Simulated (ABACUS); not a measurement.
CoO:

```xyz
2
Lattice="-2.1315 0.0000 2.1315 0.0000 2.1315 2.1315 -2.1315 2.1315 0.0000" Properties=species:S:1:pos:R:3 pbc="T T T"
Co    0.0000    0.0000    0.0000
O    -2.1315    2.1315    2.1315
```

```yaml
Program: ABACUS 3.10.1
Task: relaxation of cell and atoms
Functional: HLE16
Potentials_or_basis: PseudoDojo NC SR 0.4.1 PBE standard
Cutoff: 1320 eV
Density_cutoff: 5279 eV
Basis: plane waves
k_mesh: 9 × 9 × 9
Occupations: fermi-dirac, width 0.05 eV
Spin: collinear spin, ferromagnetic start
Starting_moments: "[2.0, 0.0] μB"
```

At the start: pressure -30.2 GPa; volume 9.68 Å³/atom.

Task: Where does the relaxation end?

Result: Over 5 steps the energy falls by 199.9 meV/atom and the volume is 7.94 Å³/atom (-18.0 %); space group Fm-3m (No. 225, to 0.05 Å); moment 3.00 μB per cell.

The path:
```
step  energy change (eV)  largest force (eV/Å)  pressure (GPa)  volume (Å³)
   1              0.0000                0.0000          -30.21        19.37
   2             -0.2988                0.0000           26.30        14.53
   3             -0.3997                0.0000           -0.22        15.89
   4             -0.3998                0.0000           -0.06        15.87
   5             -0.3998                0.0000           -0.04        15.87
```

Final structure:
```cif
data_structure
_symmetry_space_group_name_H-M 'P 1'
_symmetry_Int_Tables_number 1
_cell_length_a 2.8209
_cell_length_b 2.8209
_cell_length_c 2.8209
_cell_angle_alpha 60.000
_cell_angle_beta 60.000
_cell_angle_gamma 60.000
_cell_volume 15.87
loop_
_atom_site_label
_atom_site_type_symbol
_atom_site_fract_x
_atom_site_fract_y
_atom_site_fract_z
_atom_site_occupancy
Co1 Co 0.00000 0.00000 0.00000 1
O1 O 0.50000 0.50000 0.50000 1
```

Caveat: the volume moved by over 15 % at a fixed basis, so the end points are rough; the potentials were made for a functional far from this one; the potentials were made for another functional, which shifts forces and pressure; the volume moved by -18 % from the deposited cell, more than functionals usually miss; a cell with one magnetic atom can't hold antiferromagnetic order, which such compounds often take.
